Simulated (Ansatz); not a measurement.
Crystal: TiTe.

```
Te Ti
1.0
     3.84200    0.00000    0.00000
    -1.92100    3.32727    0.00000
     0.00000    0.00000    6.40300
Te Ti
2 2
Cartesian
  1.9210 1.1091 4.8022
  0.0000 2.2182 1.6007
  0.0000 0.0000 3.2015
  0.0000 0.0000 0.0000
```

```yaml
Program: Ansatz 0.2.0
Task: single point
Functional: PBEsol
Potentials_or_basis: Ansatz PAW
Cutoff: "420 eV (not typed: the program's choice for these potentials)"
k_mesh: 8 × 8 × 4
Occupations: fermi-dirac, width 0.05 eV
Spin: no spin polarisation
```

On this cell: pressure 3.4 GPa; largest force under 0.003 eV/Å; band gap on the k mesh none (metal or under the smearing width).

The same run follows on a disturbed copy (atoms moved at random, drawn with an rms of 0.05 Å):

```
CELL_PARAMETERS angstrom
3.84200 0.00000 0.00000
-1.92100 3.32727 0.00000
0.00000 0.00000 6.40300
ATOMIC_POSITIONS crystal
Te 0.67805 0.33332 0.75643
Te 0.33955 0.66616 0.24633
Ti 0.00562 0.00333 0.49866
Ti 0.98977 0.99807 0.00130
```

**Question.** What changes?

**Answer.** The energy (extrapolated to zero smearing) moves by +9.7 meV/atom; pressure 3.6 GPa; largest force 0.676 eV/Å; band gap on the k mesh none (metal or under the smearing width).

Forces in eV/Å, atoms in the order of the input:
```
Te  -0.417  0.041 -0.530
Te  -0.241  0.010  0.408
Ti   0.051 -0.105  0.148
Ti   0.607  0.054 -0.025
```

Stress tensor (GPa, compression positive):
```
 1.76 -0.30  0.02
-0.30  1.73 -0.14
 0.02 -0.14  7.44
```

Caveats: the PAW data sets come from PBE, with cores solved anew for the run's functional, which leaves a small shift of forces and pressure.
